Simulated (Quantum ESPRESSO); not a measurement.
# CdO (Monteponite) in Quantum ESPRESSO: convergence with k mesh

Crystal: CdO (Monteponite).

```
CELL_PARAMETERS angstrom
0.00000 2.34950 2.34950
2.34950 0.00000 2.34950
2.34950 2.34950 0.00000
ATOMIC_POSITIONS crystal
Cd 0.00000 0.00000 0.00000
O 0.50000 0.50000 0.50000
```

| Quantity | Value |
| --- | --- |
| Program | Quantum ESPRESSO 7.5 |
| Task | single point |
| Functional | PBE |
| Potentials or basis | JTH 2.0 PBE |
| Cutoff | 490 eV |
| Density cutoff | 2939 eV |
| k mesh | 2 × 2 × 2 |
| Occupations | fermi-dirac, width 0.136 eV |
| Spin | no spin polarisation |

These are the settings of the first run; the series varies k mesh, with any setting tied to it.

Hardware: 1 thread of Arm Neoverse V1 (shared host).

Q: The values tried are 2 × 2 × 2, 3 × 3 × 3, 4 × 4 × 4, 6 × 6 × 6, 8 × 8 × 8, 9 × 9 × 9, 10 × 10 × 10, 12 × 12 × 12, 14 × 14 × 14, loosest first. From which on does the energy stay within 1 meV/atom of the tightest run that finished?

A: From 8 × 8 × 8 on.

| k mesh | energy less the tightest run, at zero smearing (meV/atom) | SCF cycles | CPU time (s) | peak memory (GiB) |
| --- | --- | --- | --- | --- |
| 2 × 2 × 2 | 501.27 | 11 | 4.6 | 0.06 |
| 3 × 3 × 3 | 59.76 | 10 | 4.5 | 0.06 |
| 4 × 4 × 4 | 8.01 | 10 | 5.1 | 0.06 |
| 6 × 6 × 6 | -1.11 | 10 | 6.4 | 0.06 |
| 8 × 8 × 8 | -0.56 | 9 | 7.8 | 0.06 |
| 9 × 9 × 9 | -0.25 | 9 | 8.6 | 0.06 |
| 10 × 10 × 10 | 0.01 | 9 | 10 | 0.06 |
| 12 × 12 × 12 | 0.17 | 9 | 14 | 0.07 |
| 14 × 14 × 14 | 0.00 | 9 | 19 | 0.07 |

Meshes of other sizes hit other points, so gaps and Fermi surfaces needn't settle smoothly. The tightest run that finished is the yardstick and may itself not be fully converged.
